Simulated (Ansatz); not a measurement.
In doubt: masses and optical values from hybrid runs of this build are listed as unsure, which bears on the screening that GW takes from such a start.

Rows from a G0W0 calculation on NaCl (Halite) (Ansatz 0.2.0; G0W0 on HSE06, plane waves, PAW; 6×6×6 mesh, 101 empty bands, screening to 100 eV), in eV. Spin-orbit coupling is left out.

```tsv
row	k	band	start	Σx	Σc at the solution	Vxc
A	Γ	c1	6.593	-5.037	-2.926	-8.697
B	Γ	c2	12.663	-3.550	-3.204	-7.756
C	Γ	v1	0.113	-21.111	2.159	-17.750
```

Q: Give the quasiparticle energies and the shift of each level.

The quasiparticle equation reads E = start + Σx + Σc(E) − Vxc.

```tsv
row	E (eV)	shift (eV)
A	7.328	+0.734
B	13.665	+1.002
C	-1.090	−1.202
```

Limits: not at the basis limit.

[Paths, hosts, dates, memory and timing lines, banners, echoed tables and standing remarks are left out of the program output.]

[Logs are printed without paths, hosts, clocks, repeated set-up lines and the standing remarks that a program may print on its own settings, such as how far it seeks lower states.]

[Runs of the session that timed out or met a known fault of the program may be left out.]

[Cells called generated may have been cut or substituted from an entry of the Crystallography Open Database or the Materials Project.]

[Hosts, paths, dates, database ids (printed as entryN), source tags and the programs' standing remarks are cut or masked in the printed files.]
